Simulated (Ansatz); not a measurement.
**Ge under changes of volume**

One of the cells (19.416 Å³/atom); the others are scaled copies at fixed shape and fractional positions:

```xyz
4
Lattice="0.0000 2.8857 5.1157 2.6305 0.0000 5.1157 2.6305 2.8857 0.0000" Properties=species:S:1:pos:R:3 pbc="T T T"
Ge    2.6305    4.1929    5.1157
Ge    2.6305    1.5786    5.1157
Ge    2.6305    2.8857    2.2318
Ge    2.6305    2.8857    7.9995
```

This isn't the form of Ge at room conditions, which is diamond.

* Program: Ansatz 0.2.0
* Functional: r2SCAN
* Potentials or basis: Ansatz PAW
* Cutoff: 500 eV (not typed: the program's choice for these potentials)
* k mesh: 7 × 7 × 7
* Occupations: fermi-dirac, width 0.05 eV
* Spin: no spin polarisation

| volume (Å³/atom) | energy over the lowest point (meV/atom) | pressure (GPa) | largest force (eV/Å) |
| --- | --- | --- | --- |
| 18.251 | 3.22 | 2.2 | 0.010 |
| 18.640 | 0.00 | 0.5 | 0.013 |
| 19.028 | ? | ? | ? |
| 19.416 | 5.08 | -2.4 | 0.048 |
| 19.805 | 12.47 | -3.6 | 0.063 |
| 20.193 | 22.61 | -4.7 | 0.076 |
| 20.581 | 35.22 | -5.7 | 0.088 |

Q: What does the run at 19.028 Å³/atom give?

A: Energy over the lowest point 0.78 meV/atom; pressure -1.1 GPa; largest force 0.032 eV/Å.

Worked out: A Birch-Murnaghan fit of order 3 (a polynomial in V^(-2/3)) to the other rows has its minimum at 18.75 Å³/atom with B0 = V·E''(V) = 76 GPa and B' = 4.8 at fixed shape and positions, which overstates the stiffness. It gives 0.78 meV/atom at 19.028 Å³/atom, against the run's 0.78, and -dE/dV = -1.1 GPa, against -1.1.

Energies are extrapolated to zero smearing.

Caveats: the PAW data sets come from PBE, with cores solved anew for the run's functional, which leaves a small shift of forces and pressure.
